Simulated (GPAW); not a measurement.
Here is a GPAW 26.7.0 calculation.

run.py

```python
from ase import Atoms
from ase.dft.bandgap import bandgap
from ase.io import write
from ase.units import GPa
from gpaw import GPAW, PW

atoms = Atoms(['Pb', 'Te'],
              cell=[[0.0, 3.231, 3.231],
                    [3.231, 0.0, 3.231],
                    [3.231, 3.231, 0.0]],
              scaled_positions=[[0.0, 0.0, 0.0],
                                [0.5, 0.5, 0.5]],
              pbc=True)

calc = GPAW(mode=PW(600),
            xc='PBE',
            kpts={'size': (7, 7, 7), 'gamma': True},
            occupations={'name': 'methfessel-paxton', 'order': 0, 'width': 0.012},
            nbands=19,
            convergence={'density': 1e-05, 'energy': 1e-05},
            maxiter=150,
            txt='gpaw.txt')
atoms.calc = calc
energy = atoms.get_potential_energy()
forces = atoms.get_forces()
stress = atoms.get_stress()
calc.write('gs.gpw')
write('result.traj', atoms)
print(f'Energy: {energy:.6f} eV')
print('Forces (eV/A):')
print(forces.round(4))
print('Stress (GPa):', (stress / GPa).round(3))
print('Fermi level:', round(calc.get_fermi_level(), 4), 'eV')
print(f'Gap: {bandgap(calc)[0]:.4f} eV, direct: {bandgap(calc, direct=True)[0]:.4f} eV')
```

Potentials or basis: GPAW PAW data sets (gpaw-data 1.2.1), pw.

Launch:

```sh
$ OMP_NUM_THREADS=1 python run.py
```

(1) Estimate the pressure.

## Answers

(1) 1.8 GPa.

Caveat: this odd mesh misses L, where the gap lies, so gap, dielectric constants and Born charges aren't listed.
